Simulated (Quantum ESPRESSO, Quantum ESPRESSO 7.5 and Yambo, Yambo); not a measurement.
# CdS (Hawleyite): G0W0 with and without spin-orbit coupling

Aim: spinor G0W0 for CdS (Hawleyite) beside the scalar-relativistic result.

Method: PBE and many-body steps on it, plane waves, in Quantum ESPRESSO 7.5 and Yambo 5.3.0.

**The experiments to reproduce.**

- Gap 2.42 eV: optical gap from inflexion point of photoacoustic spectrum, as-grown film; photoacoustic spectroscopy; film (as-grown chemical bath deposited film, about 0.25 um thick, deposited at 80 C) (“Study of the band--gap shift in CdS films: Influence of thermal annealing in different atmospheres”, 1995, arxiv:cond-mat/9501125).

## 1. The starting structure

It takes space group F-43m (No. 216, cubic). The conventional cell has a = 5.833 Å, b = 5.833 Å, c = 5.833 Å, α = 90.00°, β = 90.00°, γ = 90.00°. Nearest to Cd lie 4 S at 2.53 Å. S has 4 Cd at 2.53 Å nearest. Farther neighbours and most contacts between anions are not listed.

Structure file:

```cif
data_structure
_symmetry_space_group_name_H-M 'P 1'
_symmetry_Int_Tables_number 1
_cell_length_a 4.1246
_cell_length_b 4.1246
_cell_length_c 4.1246
_cell_angle_alpha 60.000
_cell_angle_beta 60.000
_cell_angle_gamma 60.000
_cell_volume 49.62
loop_
_atom_site_label
_atom_site_type_symbol
_atom_site_fract_x
_atom_site_fract_y
_atom_site_fract_z
_atom_site_occupancy
Cd1 Cd 0.00000 0.00000 0.00000 1
S2 S 0.25000 0.25000 0.25000 1
```

The cell and positions come from the Crystallography Open Database and are kept as given unless a step says otherwise.

## 2. Empty states on the mesh, 4×4×4 mesh, 194 bands

This step: Quantum ESPRESSO 7.5; DFT, PBE, plane waves, norm-conserving pseudopotentials.

The sums over transitions need many empty states on a uniform mesh; this step solves for them.

pw.in reads:

```
&control
  calculation = 'nscf'
  prefix = 'x'
  outdir = 'o'
  pseudo_dir = 'pseudo'
/
&system
  ibrav = 0
  nat = 2
  ntyp = 2
  ecutwfc = 94.0
  nbnd = 194
  force_symmorphic = .true.
/
&electrons
  conv_thr = 1e-9
  electron_maxstep = 80
  diago_full_acc = .true.
  diago_thr_init = 5e-6
/
ATOMIC_SPECIES
  Cd 112.41 Cd.upf
  S 32.06 S.upf
CELL_PARAMETERS angstrom
  -0.0000000000 2.9165000000 2.9165000000
  2.9165000000 -0.0000000000 2.9165000000
  2.9165000000 2.9165000000 -0.0000000000
ATOMIC_POSITIONS crystal
  Cd 0.0000000000 0.0000000000 0.0000000000
  S 0.2500000000 0.2500000000 0.2500000000
K_POINTS automatic
  4 4 4 0 0 0
```

The run is started by

```sh
$ OMP_NUM_THREADS=1 mpirun -n 4 pw.x -nk 4 -in pw.in > pw.out
```

Log:

```text
Program PWSCF v.7.5 starts

     This program is part of the open-source Quantum ESPRESSO suite
     for quantum simulation of materials; please cite
         "P. Giannozzi et al., J. Phys.:Condens. Matter 21 395502 (2009);
         "P. Giannozzi et al., J. Phys.:Condens. Matter 29 465901 (2017);
         "P. Giannozzi et al., J. Chem. Phys. 152 154105 (2020);
     in publications or presentations arising from this work. More details at

     Atomic positions and unit cell read from directory:
     o/x.save/

     Message from routine setup:
[...]
k =-0.3536-0.3536 0.3536 (  5168 PWs)   bands (ev):

[...]
65.8940  67.6525  67.7258  67.7258  68.1298  68.1298  69.2984  69.8215
     [... 13 further rows ...]
   131.7979 131.9626 131.9626 134.1669 134.1669 135.8016 135.8016 136.3122
   137.6539 137.7365

          k = 0.3536 0.0000 0.0000 (  5105 PWs)   bands (ev):

     [... further k-points ...]

     highest occupied, lowest unoccupied level (ev):     6.9821    8.1268

     XML data file, pseudopotentials, collected wavefunctions

=------------------------------------------------------------------------------=
   JOB DONE.
=------------------------------------------------------------------------------=
```

Wall time 19 s (4 MPI ranks of Arm Neoverse V2, shared host); peak memory 0.55 GiB; 76 s of CPU time.

Numbers from this step:

```
gap                                                           : 1.145 eV
k of the valence top                                          : 0, 0, 0
k of the conduction bottom                                    : 0, 0, 0
least direct gap                                              : 1.145 eV
k points computed                                             : 8
lowest point of the top converged band, above the valence top : 125.6039 eV
```

On this mesh the gap is 1.145 eV.

The density comes from a self-consistent run that is not shown.

## 3. Conversion and set-up

This step: Yambo 5.3.0; conversion and set-up on PBE, plane waves, norm-conserving pseudopotentials.

The states are converted to the many-body program's format and the q mesh is built.

The run is started by

```sh
$ (cd o/x.save; p2y > p2y.log; mv SAVE ../..); yambo > setup.log
```

Log:

```text
 Yambo, version 5.3.0

 [02] CORE Variables Setup
 =========================

  [02.01] Unit cells
  ==================

  Cell kind             :  FCC
  Atoms in the cell     :  Cd  S
  number of Cd atoms    :  1
  number of S  atoms    :  1

  List of atomic masses
  Mass of Cd    :  112.4100
  Mass of S     :  32.06000

  List of atomic coordinates    : [cc]
  Cd1       :  0.000000  0.000000  0.000000  order 1
  S1       :  2.755693  2.755693  2.755693  order 2

  Alat factors          :  5.511386  5.511386  5.511386 [a.u.]
  Direct lattice volume :  334.8209 [a.u.]
[...]
==========================================

 IBZ Q-points                                      :   8
 BZ  Q-points                                      :   64

 K/Q-points units:
 rlu = crystal or reduced units; cc = cartesian coordinates; iku = interal k-units

 Q [1]          [rlu]:  0.000000  0.000000  0.000000
 Q [2]          [rlu]: -0.40681E-17 -0.40681E-17  0.25000
 Q [3]          [rlu]:  0.81362E-17  0.81362E-17 -0.50000
[...]
Q [7]          [rlu]:  0.12428E-16 -0.50000     -0.50000
 Q [8]          [rlu]:  0.250000 -0.500000 -0.250000

  [03.01] X indexes
  =================

   [03.01.01] Sigma indexes
   ========================

 [06] Game Over & Game summary
```

The job ended after 2.5 s (1 MPI rank; peak memory 0.25 GiB).

## 4. Scalar-relativistic

Now the one-shot GW correction: screening in the RPA, then the self-energy of the levels asked for.

This step: G0W0 on PBE, plane waves, norm-conserving pseudopotentials.

gw1.in reads:

```
HF_and_locXC
gw0
dyson
ppa
em1d
rim_cut
RandQpts= 1000000
RandGvec= 1 RL
EXXRLvcs= 94 Ry
VXCRLvcs= 376 Ry
Chimod= "HARTREE"
% BndsRnXp
 1 | 194 |
%
NGsBlkXp= 16 Ry
% LongDrXp
 1 | 1 | 1 |
%
% GbndRnge
 1 | 194 |
%
DysSolver= "n"
ExtendOut
PPAPntXp= 27.21138 eV
% QPkrange
 1 | 1 | 12 | 15 |
%
```

The run is started by

```sh
$ OMP_NUM_THREADS=1 mpirun -n 4 yambo -F gw1.in -J gw1 -C gw1 > gw1.log
```

Log:

```text
 Yambo, version 5.3.0

 [02] CORE Variables Setup
 =========================

  [... cell, symmetries and grids as in the set-up ...]

  [02.05] Energies & Occupations
  ==============================

  [X] === General ===
  [X] Electronic Temperature                        :  0.000000  0.000000 [eV K]
  [X] Bosonic    Temperature                        :  0.000000  0.000000 [eV K]
  [X] Finite Temperature mode                       : no
  [X] El. density                                   :  0.52403E+24 [cm-3]
  [X] Fermi Level                                   :  6.982057 [eV]

  [X] === Gaps and Widths ===
  [X] Conduction Band Min                           :  1.144724 [eV]
  [X] Valence Band Max                              :  0.000000 [eV]
  [X] Filled Bands                                  :  13
  [X] Empty Bands                                   :   14  194
  [X] Direct Gap                                    :  1.144724 [eV]
  [X] Direct Gap localized at k                     :  1
  [X] Indirect Gap                                  :  1.144724 [eV]
  [X] Indirect Gap between kpts                     :  1  1
  [X] Last valence band width                       :  2.183510 [eV]
  [X] 1st conduction band width                     :  4.279643 [eV]

 [03] Transferred momenta grid and indexing
 ==========================================

 IBZ Q-points                                      :   8
 BZ  Q-points                                      :   64

 K/Q-points units:
 rlu = crystal or reduced units; cc = cartesian coordinates; iku = interal k-units

 Q [1]          [rlu]:  0.000000  0.000000  0.000000
 Q [2]          [rlu]: -0.40681E-17 -0.40681E-17  0.25000
 Q [3]          [rlu]:  0.81362E-17  0.81362E-17 -0.50000
 Q [4]          [rlu]: -0.62139E-17  0.25000      0.25000
 Q [5]          [rlu]: -0.38278E-17  0.25000      0.50000
 Q [6]          [rlu]:  0.81362E-17  0.25000     -0.25000
 Q [7]          [rlu]:  0.12428E-16 -0.50000     -0.50000
 Q [8]          [rlu]:  0.250000 -0.500000 -0.250000

 [04] Coloumb potential Random Integration (RIM)
 ===============================================

  [04.01] RIM initialization
  ==========================

  * Diagonal components only detected *

  8 x (sBL volume)        :  0.092606 [a.u.]
  sBZ random points       :  1000000
  Points outside the sBZ  :   7987327
  RL volume               :  0.740845 [a.u.]
  Integrated volume       :  0.742020 [a.u.]

  [04.02] RIM integrals
  =====================

  Gamma point sphere radius             :  0.082066 [a.u.]
  Points outside the sphere             :   799513
  [Int_sBZ(q=0) 1/q^2]*(Vol_sBZ)^(-1/3) =:  7.764325
                                 should be <:  7.795600

  Summary of Coulomb integrals for non-metallic bands |Q|[au] RIM/Bare

  Q [1] 0.100000E-4 0.995988 * Q [2] 0.246825 1.065884
  Q [4] 0.285009 1.064810 * Q [6] 0.403064 1.027704
  Q [5] 0.472634 1.020409 * Q [3] 0.493651 1.018308
  Q [7] 0.570019 1.014905 * Q [8] 0.637300 1.011860

 [05] Dipoles
 ============

  [05.01] Setup: observables and procedures
  =========================================

 [06] Dynamic Dielectric Matrix (PPA)
 ====================================

 [WR./gw1//ndb.pp]---------------------------------------------------------------
  Brillouin Zone Q/K grids (IBZ/BZ)                :    8   64    8   64
  RL vectors                                       :   6183 [WF]
  Coulomb cutoff potential                         : none
  Electronic Temperature                           :  0.000000 [K]
  Bosonic    Temperature                           :  0.000000 [K]
  PPA    diel. fun.  energies                      : Perdew, Burke & Ernzerhof(X)+Perdew, Burke & Ernzerhof(C)
  wavefunctions                                    : Perdew, Burke & Ernzerhof(X)+Perdew, Burke & Ernzerhof(C)
  Global Gauge                                     : length
  X matrix size                                    :   387
  X band range                                     :    1  194
  X e/h energy range                               : -1.000000 -1.000000 [eV]
  X Time ordering                                  : R
  X Hxc Kernel                                     : HARTREE
  X Drude frequency                                :  0.000000  0.000000
  X poles                                          :  100.0000 [o/o]
  RL vectors in the sum                            :   6183
  [r,Vnl] included                                 : yes
  Field direction                                  :  0.577350E-5  0.577350E-5  0.577350E-5
  BZ energy Double Grid                            : no
  BZ energy DbGd points                            : 0
  BZ Q point size factor                           : -1.000000
  X Optical Averaged directions                    : none

 [07] Local Exchange-Correlation + Non-Local Fock
 ================================================

 [VXC] Plane waves :   41151
 [EXS] Plane waves :   5161

 QP @ state[ 1 ] K range:  1  1
 QP @ state[ 1 ] b range:  12  15

 [xc] Functional : Perdew, Burke & Ernzerhof(X)+Perdew, Burke & Ernzerhof(C)
 [xc] LIBXC used to calculate xc functional
  PP Number of Atomic Species                      :  2
  NLCC RL compoments                               :   41151
  PP Number of Atomic Species                      :  2
  NLCC RL compoments                               :   41151

 [xc] E_xc :  -17.59455 [Ha]
      E_xc :  -35.18910 [Ry]

  Local XC kind (lXC) : Perdew, Burke & Ernzerhof(X)+Perdew, Burke & Ernzerhof(C)
  Non-Local XC kind (nlXC) : Hartree-Fock

  Corrections @ K [1] :  [eV]
 <12|nlXC|12> = -18.34335  0.32427E-17 <12|lXC|12> = -15.38909 -0.16521E-15
 <13|nlXC|13> = -18.34338  0.11708E-16 <13|lXC|13> = -15.38909  0.15194E-15
 <14|nlXC|14> = -6.737015  0.23951E-17 <14|lXC|14> = -10.63635  0.37763E-15
 <15|nlXC|15> = -5.837945  0.19323E-17 <15|lXC|15> = -10.64223  0.70806E-16

 [08] Dyson equation: Newton solver
 ==================================

  [08.01] G0W0 (W PPA)
  ====================

  [  GW  ] Bands range     :    1  194
  [GW/PPA] G damping       :  0.100000 [eV]

  QP @ state[ 1 ] K range:  1  1
  QP @ state[ 1 ] b range:  12  15

   Sc/G bands                                       :    1  194
   Sc/G damping                                     :  0.100000 ev
   Sc bands terminator                              : no
   Sx RL components                                 :   5161

   QP @ state[ 1 ] K range                          :  1  1
   QP @ state[ 1 ] b range                          :  12  15
   GF energies kind                                 : Perdew, Burke & Ernzerhof(X)+Perdew, Burke & Ernzerhof(C)
   GF WF`s kind                                     : Perdew, Burke & Ernzerhof(X)+Perdew, Burke & Ernzerhof(C)
   Xs energies kind                                 : Perdew, Burke & Ernzerhof(X)+Perdew, Burke & Ernzerhof(C)
   Xs WF`s kind                                     : Perdew, Burke & Ernzerhof(X)+Perdew, Burke & Ernzerhof(C)

 [11] Game Over & Game summary
```

Elapsed: 2.9 min, on 4 MPI ranks; peak memory 1.9 GiB; 11 min of CPU time.

This step gave:

- G0W0 gap on the points computed: 2.173 eV
- starting gap on the mesh: 1.145 eV
- k of the valence top: 0, 0, 0
- k of the conduction bottom: 0, 0, 0
- least direct G0W0 gap on the computed points: 2.173 eV
- Z at the valence top: 0.7857
- Z at the conduction bottom: 0.8154

The gap on the mesh goes from 1.14 eV to 2.17 eV, a correction of +1.03 eV.

## 5. Empty states on the mesh, 4×4×4 mesh, 388 bands

This step: Quantum ESPRESSO 7.5; DFT, PBE with spin-orbit coupling, plane waves, norm-conserving pseudopotentials.

Edit pw.in of step 2 so:

```diff
@@ -11,4 +11,6 @@
   ecutwfc = 94.0
-  nbnd = 194
+  nbnd = 388
   force_symmorphic = .true.
+  noncolin = .true.
+  lspinorb = .true.
 /
```

The run is started by

```sh
$ OMP_NUM_THREADS=1 mpirun -n 4 pw.x -nk 4 -in pw.in > pw.out
```

Log:

```text
[banner, memory and clock lines left out]
Program PWSCF v.7.5 starts

     Atomic positions and unit cell read from directory:
     o/x.save/

     Message from routine setup:
     using ibrav=0 with symmetry is DISCOURAGED, use correct ibrav instead

     G-vector sticks info

     bravais-lattice index     =            0
     lattice parameter (alat)  =       7.7943  a.u.
     unit-cell volume          =     334.8209 (a.u.)^3
     number of atoms/cell      =            2
     number of atomic types    =            2
     number of electrons       =        26.00
[...]
[... 37 further rows ...]
[...]
136.2643 136.2643 136.8925 136.8925

          k =-0.3536-0.3536 0.3536 (  5168 PWs)   bands (ev):

[...]
37.0622  37.0622  40.1841  40.1841  40.3252  40.3252  40.6851  40.6851
     [... 37 further rows ...]
   134.1748 134.1748 135.7912 135.7912 135.8186 135.8186 136.3165 136.3165
   137.6494 137.6494 137.7381 137.7381

          k = 0.3536 0.0000 0.0000 (  5105 PWs)   bands (ev):

     [... further k-points ...]

     highest occupied, lowest unoccupied level (ev):     7.0040    8.1332

     XML data file, pseudopotentials, collected wavefunctions
```

Elapsed: 1.9 min, on 4 MPI ranks; peak memory 1.6 GiB; 7.7 min of CPU time.

Numbers from this step:

```yaml
gap: 1.129 eV
k_of_the_valence_top: 0, 0, 0
k_of_the_conduction_bottom: 0, 0, 0
least_direct_gap: 1.129 eV
k_points_computed: 8
lowest_point_of_the_top_converged_band_above_the_valence_top: 125.5852 eV
```

On this mesh the gap is 1.129 eV.

The density comes from a self-consistent run that is not shown, made with spin-orbit coupling and fully relativistic files.

[end of part 1 of 2]

[Paths, hosts, dates, memory and timing lines, banners, echoed tables and standing remarks are left out of the program output.]

[Logs are printed without paths, hosts, clocks, repeated set-up lines and the standing remarks that a program may print on its own settings, such as how far it seeks lower states.]

[Runs of the session that timed out or met a known fault of the program may be left out.]

[Hosts, paths, dates, database ids (printed as entryN), source tags and the programs' standing remarks are cut or masked in the printed files.]
